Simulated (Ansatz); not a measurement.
# KMgF3: changing the dispersion correction

The cell as given:

```
CELL_PARAMETERS angstrom
3.98590 0.00000 0.00000
0.00000 3.98590 0.00000
0.00000 0.00000 3.98590
ATOMIC_POSITIONS crystal
K 0.50000 0.50000 0.50000
Mg 0.00000 0.00000 0.00000
F 0.00000 0.00000 0.50000
F 0.00000 0.50000 0.00000
F 0.50000 0.00000 0.00000
```

The cell comes from a database or a generator and needn't be the form met in nature.

Kept alike: task relaxation of cell and atoms; functional PBEsol; k mesh 7 × 7 × 7; occupations fermi-dirac, width 0.05 eV; no spin polarisation. Program: Ansatz, Ansatz PAW, cutoff 420 eV. The mesh is that of the run's cell of 5 atoms. No spin-orbit coupling.

| dispersion correction | volume (Å³/atom) |
| --- | --- |
| D3(BJ) | 12.379 |
| D3(BJ)-ATM | 12.428 |
| D4 | 12.611 |
| none | 12.712 |

The relaxations keep at least the cell's symmetry (Pm-3m). Relaxations stop with a little pressure left, so the last digits of a volume or edge aren't settled. Ansatz's relaxations hold a Pulay term in the stress (up to 0.6 GPa here). All rows use potentials made for PBE.

Problem. What does the dispersion correction change here?

Solution. The volume runs from 12.379 (D3(BJ)) to 12.712 Å³/atom (none). Against no correction: D3(BJ) -2.6 %; D3(BJ)-ATM -2.2 %; D4 -0.8 %. Dispersion terms mostly attract and so lower the volume; the schemes' coefficients and damping set how far.
